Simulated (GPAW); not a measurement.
A run of GPAW 26.7.0 is set up as follows.

File run.py:

```python
from ase import Atoms
from ase.eos import EquationOfState
from ase.io import Trajectory
from ase.units import GPa
from gpaw import GPAW, PW

atoms = Atoms(['Ge', 'Ge', 'Ge', 'Ge'],
              cell=[[4.0504045371, 0.0, 0.0],
                    [-2.0252022685, 3.5077532247, 0.0],
                    [0.0, 0.0, 10.993359]],
              scaled_positions=[[0.6666666667, 0.3333333333, 0.414848],
                                [0.3333333333, 0.6666666667, 0.914848],
                                [0.0, 0.0, 0.477452],
                                [0.0, 0.0, 0.977452]],
              pbc=True)

traj = Trajectory('eos.traj', 'w')
volumes, energies = [], []
for x in [0.94, 0.96, 0.98, 1.0, 1.02, 1.04, 1.06]:
    a = atoms.copy()
    a.set_cell(atoms.cell * x**(1 / 3), scale_atoms=True)
    calc = GPAW(mode=PW(600),
                xc='MGGA_X_R2SCAN+MGGA_C_R2SCAN',
                kpts={'size': (6, 6, 2), 'gamma': True},
                occupations={'name': 'fermi-dirac', 'width': 0.05},
                nbands=18,
                convergence={'density': 1e-05, 'energy': 1e-05},
                maxiter=150,
                txt=f'eos-{x:.2f}.txt')
    a.calc = calc
    energies.append(a.get_potential_energy(force_consistent=True))
    volumes.append(a.get_volume())
    p = -a.get_stress()[:3].mean() / GPa
    calc.write(f'eos-{x:.2f}.gpw')
    traj.write(a)
    print(f'{x:.2f} {volumes[-1]:10.4f} A^3 {energies[-1]:14.6f} eV {p:9.3f} GPa', flush=True)

v0, e0, B = EquationOfState(volumes, energies, eos='birchmurnaghan').fit()
print(f'V0 = {v0:.4f} A^3, E0 = {e0:.6f} eV, B0 = {B / GPa:.2f} GPa')
```

Potentials or basis: GPAW PAW data sets (gpaw-data 1.2.1), pw.

Launch:

```console
$ OMP_NUM_THREADS=1 python run.py
```

(1) Estimate the equilibrium volume.

(2) Predict the bulk modulus at fixed shape and positions.

Results:

(1) 36.96 Å³/atom (rough: see the caveat).

(2) 36 GPa (rough).

Caveat: the points scatter about the fit; the cell was scaled at fixed shape and fractional positions, which overstates the stiffness of a crystal with free parameters, most of all of layers and chains; the PAW data sets were made with another functional, which shifts forces and pressure a little.
